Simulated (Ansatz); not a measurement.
A plane-wave DFT run in Ansatz 0.2.0 (scalar-relativistic PAW potentials unless the input names others): input and command.

```yaml
crystal:
  lattice:
    - [2.935796943, 0.0, 0.0]
    - [-1.4678984715, 2.542474733, 0.0]
    - [0.0, 0.0, 28.2723858137]
  atoms:
    - { symbol: Ti, position: [0.6666666667, 0.3333333333, 0.3006467178] }
    - { symbol: Ti, position: [0.3333333333, 0.6666666667, 0.3826382578] }
    - { symbol: Ti, position: [0.6682813381, 0.3317186619, 0.4664479202] }
    - { symbol: Ti, position: [0.3336168795, 0.6663831205, 0.5471794826] }
    - { symbol: Ti, position: [0.7261347602, 0.2738652398, 0.6354858661] }
    - { symbol: O, position: [0.062900175, -0.062900175, 0.6656099608] }
basis:
  ecutwfc: 500
kpoints:
  mp_grid: { grid: [12, 12, 1] }
hamiltonian:
  xc: r2scan
scf:
  occupations: { method: tetrahedron_uncorrected }
output:
  forces: true
  eigenvalues: true
efield:
  axis: 3
  dipole_correction: true
  ramp_width: 0.04
```

```bash
ansatz run input.yaml --threads 2 --pin off --max-ram 5120MiB --backend cpu --events-out ev --progress --plain --runs-dir out
```

Abridged log:
```
Basis set: ecut = 500 eV, 5443 PW (Γ), exchange–correlation on 96×96×864 points (64 copies of the dense FFT grid, shifted against one another)
Bands: 40, of which v1, the nominal top of the filled ones, is band 33 counted from 1 (32 counted from 0)
Symmetry: 2 space group operations
k-points: 43 of 144 (time reversal used)
SCF iter   1: F=—  HF=-13091.442415 eV  |F-HF|=—  |Δ(HF+E_count)|=         —  Δρ=1.61e-2  dr2=7.47e0  dr2_τ=1.71e-1  ethr=1.77e-3  p=0.019 e·Å  D=1.66e-2 V/Å  ΔV_dip=-0.47 eV  dr2_dipole=4.01e0  V_vac-E_F(+/−)=3.56/4.03 eV  ⟨swp⟩=9.9  Hψ=7894  notcnv=0
efield: sawtooth ramp at fractional position 0.9631 (placed from the atoms, in the widest stretch of the axis that holds none; the zero of the levels goes with the place), width 0.0400; the density the first Hamiltonian is built on has a dipole p = 0.019 e·Å; the dipole correction subtracts the counter field D = 1.66e-2 V/Å, which shifts the + side's vacuum level by -0.47 eV against the − side's; the planar-averaged density in the ramp window peaks in size at 2.7e-5 e/Å³
SCF iter   2: F=—  HF=-13091.534828 eV  |F-HF|=—  |Δ(HF+E_count)|=   9.24e-2  Δρ=1.69e-2  dr2=6.66e0  dr2_τ=5.93e-2  ethr=1.77e-3  p=0.020 e·Å  D=1.67e-2 V/Å  ΔV_dip=-0.47 eV  dr2_dipole=2.67e0  V_vac-E_F(+/−)=3.77/4.24 eV  ⟨swp⟩=2.7  Hψ=2805  notcnv=0  defer=68  κ⁻¹=1.0e0(r=1)
SCF iter   3: F=—  HF=-13097.966003 eV  |F-HF|=—  |Δ(HF+E_count)|=    6.43e0  Δρ=1.04e-1  dr2=2.83e2  dr2_τ=1.19e0  ethr=1.77e-3  p=-0.040 e·Å  D=-3.47e-2 V/Å  ΔV_dip=0.98 eV  dr2_dipole=1.22e0  V_vac-E_F(+/−)=7.66/6.68 eV  ⟨swp⟩=5.8  Hψ=5650  notcnv=0  defer=71  κ⁻¹=1.2e-1(r=2)
SCF iter   4: F=—  HF=-13091.728841 eV  |F-HF|=—  |Δ(HF+E_count)|=    6.24e0  Δρ=2.58e-2  dr2=1.95e1  dr2_τ=8.20e-2  ethr=1.77e-3  p=-0.011 e·Å  D=-9.73e-3 V/Å  ΔV_dip=0.28 eV  dr2_dipole=6.41e0  V_vac-E_F(+/−)=5.09/4.82 eV  ⟨swp⟩=4.1  Hψ=3163  notcnv=0  defer=71  κ⁻¹=3.8e-3(r=3)
SCF iter   5: F=—  HF=-13091.549657 eV  |F-HF|=—  |Δ(HF+E_count)|=   1.79e-1  Δρ=1.40e-2  dr2=2.45e0  dr2_τ=2.54e-2  ethr=1.77e-3  p=-0.007 e·Å  D=-5.67e-3 V/Å  ΔV_dip=0.16 eV  dr2_dipole=9.11e-3  V_vac-E_F(+/−)=4.71/4.55 eV  ⟨swp⟩=3.1  Hψ=2647  notcnv=0  defer=68  κ⁻¹=6.2e-4(r=4)
SCF iter   6: F=—  HF=-13091.506539 eV  |F-HF|=—  |Δ(HF+E_count)|=   4.31e-2  Δρ=1.03e-2  dr2=1.36e0  dr2_τ=1.28e-2  ethr=1.77e-3  p=-0.014 e·Å  D=-1.18e-2 V/Å  ΔV_dip=0.33 eV  dr2_dipole=2.00e-1  V_vac-E_F(+/−)=4.76/4.42 eV  ⟨swp⟩=2.5  Hψ=2718  notcnv=0  defer=73  κ⁻¹=1.7e-4(r=5)
SCF iter   7: F=—  HF=-13091.464572 eV  |F-HF|=—  |Δ(HF+E_count)|=   4.20e-2  Δρ=3.33e-3  dr2=1.91e-1  dr2_τ=1.32e-3  ethr=1.77e-3  p=-0.014 e·Å  D=-1.22e-2 V/Å  ΔV_dip=0.34 eV  dr2_dipole=9.54e-2  V_vac-E_F(+/−)=4.80/4.46 eV  ⟨swp⟩=2.3  Hψ=2232  notcnv=0  defer=74  κ⁻¹=2.1e-5(r=6)
SCF iter   8: F=—  HF=-13091.461799 eV  |F-HF|=—  |Δ(HF+E_count)|=   2.77e-3  Δρ=1.43e-3  dr2=4.38e-2  dr2_τ=2.53e-4  ethr=2.89e-4  p=-0.006 e·Å  D=-4.73e-3 V/Å  ΔV_dip=0.13 eV  dr2_dipole=3.04e-2  V_vac-E_F(+/−)=4.82/4.69 eV  ⟨swp⟩=2.2  Hψ=2377  notcnv=0  defer=72  κ⁻¹=9.8e-6(r=7)
   ...
SCF iter  13: F=—  HF=-13091.461571 eV  |F-HF|=—  |Δ(HF+E_count)|=   1.19e-6  Δρ=1.14e-4  dr2=3.55e-4  dr2_τ=1.43e-6  ethr=3.30e-7  p=-0.014 e·Å  D=-1.17e-2 V/Å  ΔV_dip=0.33 eV  dr2_dipole=3.74e-6  V_vac-E_F(+/−)=4.96/4.63 eV  ⟨swp⟩=2.6  Hψ=2183  notcnv=0  defer=74  κ⁻¹=3.3e-6(r=8)
SCF iter  14: F=—  HF=-13091.461562 eV  |F-HF|=—  |Δ(HF+E_count)|=   9.26e-6  Δρ=4.06e-5  dr2=3.39e-5  dr2_τ=1.39e-7  ethr=3.30e-7  p=-0.014 e·Å  D=-1.18e-2 V/Å  ΔV_dip=0.33 eV  dr2_dipole=1.08e-5  V_vac-E_F(+/−)=4.97/4.63 eV  ⟨swp⟩=2.1  Hψ=1864  notcnv=0  defer=76  κ⁻¹=5.8e-7(r=8)
SCF iter  15: F=—  HF=-13091.461568 eV  |F-HF|=—  |Δ(HF+E_count)|=   6.45e-6  Δρ=1.26e-4  dr2=4.49e-4  dr2_τ=1.81e-6  ethr=5.14e-8  p=-0.014 e·Å  D=-1.18e-2 V/Å  ΔV_dip=0.33 eV  dr2_dipole=1.18e-4  V_vac-E_F(+/−)=4.96/4.63 eV  ⟨swp⟩=3.4  Hψ=2655  notcnv=0  defer=75  κ⁻¹=2.5e-6(r=8)
SCF iter  16: F=—  HF=-13091.461561 eV  |F-HF|=—  |Δ(HF+E_count)|=   7.46e-6  Δρ=1.21e-5  dr2=7.35e-7  dr2_τ=1.30e-8  ethr=5.14e-8  p=-0.014 e·Å  D=-1.18e-2 V/Å  ΔV_dip=0.33 eV  dr2_dipole=1.62e-8  V_vac-E_F(+/−)=4.96/4.63 eV  ⟨swp⟩=3.0  Hψ=2292  notcnv=0  defer=75  κ⁻¹=3.5e-6(r=8)
SCF iter  17: F=—  HF=-13091.461561 eV  |F-HF|=—  |Δ(HF+E_count)|=   1.51e-7  Δρ=1.93e-5  dr2=3.48e-6  dr2_τ=4.14e-8  ethr=1.11e-9  p=-0.014 e·Å  D=-1.18e-2 V/Å  ΔV_dip=0.33 eV  dr2_dipole=1.70e-8  V_vac-E_F(+/−)=4.96/4.63 eV  ⟨swp⟩=3.4  Hψ=2903  notcnv=0  defer=75  κ⁻¹=5.7e-5(r=8)
SCF iter  18: F=—  HF=-13091.461561 eV  |F-HF|=—  |Δ(HF+E_count)|=   8.78e-8  Δρ=1.09e-5  dr2=2.90e-6  dr2_τ=1.26e-8  ethr=1.11e-9  p=-0.014 e·Å  D=-1.18e-2 V/Å  ΔV_dip=0.33 eV  dr2_dipole=1.48e-6  V_vac-E_F(+/−)=4.96/4.63 eV  ⟨swp⟩=3.0  Hψ=2330  notcnv=0  defer=75  κ⁻¹=2.6e-5(r=8)
SCF iter  19: F=—  HF=-13091.461561 eV  |F-HF|=—  |Δ(HF+E_count)|=   6.01e-9  Δρ=3.35e-6  dr2=1.36e-7  dr2_τ=8.31e-10  ethr=1.11e-9  p=-0.014 e·Å  D=-1.18e-2 V/Å  ΔV_dip=0.33 eV  dr2_dipole=8.44e-8  V_vac-E_F(+/−)=4.96/4.63 eV  ⟨swp⟩=2.5  Hψ=2078  notcnv=0  defer=75  κ⁻¹=9.8e-6(r=8)
SCF iter  20: F=-13091.461561 eV  HF=-13091.461561 eV  |F-HF|=2.94e-8  |Δ(HF+E_count)|=   5.55e-9  Δρ=2.34e-6  dr2=2.91e-8  dr2_τ=8.30e-10  ethr=1.52e-10  p=-0.014 e·Å  D=-1.18e-2 V/Å  ΔV_dip=0.33 eV  dr2_dipole=8.78e-9  V_vac-E_F(+/−)=4.96/4.63 eV  ⟨swp⟩=10.6  Hψ=6549  notcnv=0
SCF 1 converged in 20 iterations: F = -13091.461561 eV  dr2 = 2.91e-8
SCF converged after 20 iterations
Stability not checked: this state was not tested for a lower state beside it, because the mixer in use, unlike msr1, does not test its closes by its own steps (another_mixer; see scf.mixing.algorithm and scf.lower_state_search)
Free energy (F): -13091.461561 eV
Harris-Foulkes:  -13091.461561 eV  (|F-HF|=2.94e-8)
Internal energy: -13091.461561 eV  (E = F + TS)
E sigma→0 (E₀):  -13091.461561 eV
Fermi energy:    3.184830 eV
Dipole field:    D = -0.011919 V/Å  (p = -0.013900 e·Å, saw-weighted, corrected)
Work function:   Φ+ = 4.9647 eV   Φ− = 4.6277 eV
Levels:          The Fermi level and band energies are counted from a zero that moves with the ramp; work functions are not
--- Forces (eV/Å), atoms counted from 1 ---
  atom   1  Ti     0.00140593    -0.00081171     0.55142372
  atom   2  Ti     0.00948654    -0.00547705    -0.57445658
  atom   3  Ti    -0.00293136     0.00169242     0.03192547
  atom   4  Ti    -0.00858758     0.00495804     0.01110570
  atom   5  Ti     0.01318050    -0.00760976    -0.00225043
  atom   6  O     -0.01253159     0.00723512    -0.01766642
```

Apart from outputs, empty bands and the relaxation, which only the reference makes, the input differs from a reference run on usual settings in scf.occupations.width: 0.1 → not typed; scf.occupations.method: "gaussian" → "tetrahedron_uncorrected". The reference, at the same geometry, ended its own course with largest force 0.568 eV/Å (on an atom or along a direction that it held fixed), no gap on the mesh. This run converged in 20 SCF iterations with an energy at zero smearing 5.49 meV/atom above the reference's, largest force 0.575 eV/Å, no gap on the mesh.

The run took 26 s on 2 threads of Intel(R) Xeon(R) 6975P-C (Granite Rapids), with other jobs on the host, peak memory 1.1 GiB.